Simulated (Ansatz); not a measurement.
Ge: distorted cells

Level of theory: DFT PBE, scalar-relativistic, plane waves, PAW in Ansatz 0.2.0.

Cutoff 420 eV; k points 12×12×12 on the computed 4-atom cell (Γ-centred); Gaussian smearing, width 0.10 eV; no spin polarisation.

Reference cell:

```
Ge
1.0
     0.00000    2.88574    5.11566
     2.63050    0.00000    5.11566
     2.63050    2.88574    0.00000
Ge
4
Direct
  0.78187 0.78187 0.21813
  0.21813 0.21813 0.78187
  0.27351 0.72649 0.27351
  0.72649 0.27351 0.72649
```

Each variant moves atoms of this cell by the vectors given, if any (Å), and then applies a symmetric strain (tensor components, Cartesian axes). The reference cell isn't relaxed at this level. Energies are per atom at zero smearing, counted from the reference cell. Pressure is positive in compression.

1. strain (xx yy zz yz xz xy, %) -3.02 -3.19 2.89 0.00 0.00 0.00; moves: Ge1 (0.000, 0.000, -0.350); Ge2 (0.000, 0.000, 0.350); Ge3 (0.000, 0.050, 0.000); Ge4 (0.000, -0.050, 0.000)
2. strain (xx yy zz yz xz xy, %) 5.25 7.72 -2.52 0.00 0.00 0.00; moves: Ge1 (0.000, 0.000, 0.039); Ge2 (0.000, 0.000, -0.039); Ge3 (0.000, -0.016, 0.000); Ge4 (0.000, 0.016, 0.000)
3. strain (xx yy zz yz xz xy, %) 0.98 -6.58 -3.46 0.00 0.00 0.00; moves: Ge1 (0.000, 0.000, 0.041); Ge2 (0.000, 0.000, -0.041); Ge3 (0.000, 0.010, 0.000); Ge4 (0.000, -0.010, 0.000)
4. strain (xx yy zz yz xz xy, %) -2.50 -4.40 -3.31 0.09 0.00 0.00; moves: Ge1 (0.000, -0.024, -0.010); Ge2 (0.000, 0.024, 0.010); Ge3 (0.000, -0.022, 0.025); Ge4 (0.000, 0.022, -0.025)
5. strain (xx yy zz yz xz xy, %) 2.40 9.56 -1.29 0.00 0.00 0.00; moves: Ge1 (0.000, 0.000, 0.187); Ge2 (0.000, 0.000, -0.187); Ge3 (0.000, -0.100, 0.000); Ge4 (0.000, 0.100, 0.000)
6. strain (xx yy zz yz xz xy, %) 1.64 1.16 -0.10 0.00 0.00 0.00; moves: Ge1 (0.000, 0.000, -0.082); Ge2 (0.000, 0.000, 0.082); Ge3 (0.000, -0.020, 0.000); Ge4 (0.000, 0.020, 0.000)

The reference cell has pressure -0.01 GPa, largest force 0.008 eV/Å and gap none (metal).

```tsv
variant	ΔE (meV/atom)	P (GPa)	largest force (eV/Å)	gap on mesh (eV)	space group
1	75.3	4.78	0.98	0	Fmmm
2	57.9	-4.96	0.26	0	Fmmm
3	80.5	9.03	0.49	0	Fmmm
4	?	?	?	?	?
5	98.7	-2.71	0.77	0	Fmmm
6	?	?	?	?	?
```

**Question.** Give the withheld rows.

**Answer.**
```tsv
variant	ΔE (meV/atom)	P (GPa)	largest force (eV/Å)	gap on mesh (eV)	space group
4	51.3	9.00	0.28	0	C2/m
6	4.8	-1.94	0.09	0	Fmmm
```

This form isn't the element's structure at ambient conditions.